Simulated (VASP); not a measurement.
Wanted: the native input for a VASP 6.6.1 run.

* Task: relaxation of cell and atoms
* Functional: PBE
* Potentials or basis: VASP PAW PBE potentials, release 64 (Mg, O)
* Cutoff: 600 eV
* k mesh: 10 × 10 × 10
* Occupations: gaussian, width 0.02 eV
* Spin: no spin polarisation
* Further INCAR settings: ALGO = Normal; EDIFF = 1e-07; IBRION = 2; EDIFFG = -0.004; NSW = 80; ISIF = 3

The structure of MgO lies in POSCAR:

```
MgO
1.0
    0.0000000000      2.1085000000      2.1085000000
    2.1085000000      0.0000000000      2.1085000000
    2.1085000000      2.1085000000      0.0000000000
Mg O
1 1
Direct
    0.0000000000      0.0000000000      0.0000000000
    0.5000000000      0.5000000000      0.5000000000
```

One way to write it, as run:

INCAR

```
  PREC = Accurate
  ENCUT = 600
  EDIFF = 1E-7
  ISMEAR = 0
  SIGMA = 0.02
  LREAL = F
  LASPH = T
  NELM = 100
  ALGO = Normal
  ISIF = 3
  LWAVE = F
  LCHARG = F
  GGA = PE
  IBRION = 2
  NSW = 80
  EDIFFG = -0.004
```

KPOINTS

```
regular mesh
0
Gamma
  10 10 10
```

Potentials or basis: VASP PAW PBE potentials, release 64 (Mg, O).

Run with:

```console
$ cat potpaw_PBE.64/Mg/POTCAR potpaw_PBE.64/O/POTCAR > POTCAR
$ mpirun -np 1 vasp_std > vasp.out
```

It gave:

```json
{
 "Relaxed volume": "9.56 Å³/atom",
 "Relaxed cell": "a = 3.002 Å, b = 3.002 Å, c = 3.002 Å, α = 60.00°, β = 60.00°, γ = 60.00°",
 "Space group after relaxing (to 0.05 Å)": "Fm-3m (No. 225)",
 "Energy gained by relaxing": "1.8 meV/atom",
 "Ionic steps": "3",
 "Pressure after relaxing": "0.0 GPa",
 "Band gap on the k mesh": "4.50 eV, direct"
}
```

It took 18 s on 1 thread of Intel(R) Xeon(R) Platinum 8488C (Sapphire Rapids), on a shared host, peak memory 0.14 GiB.
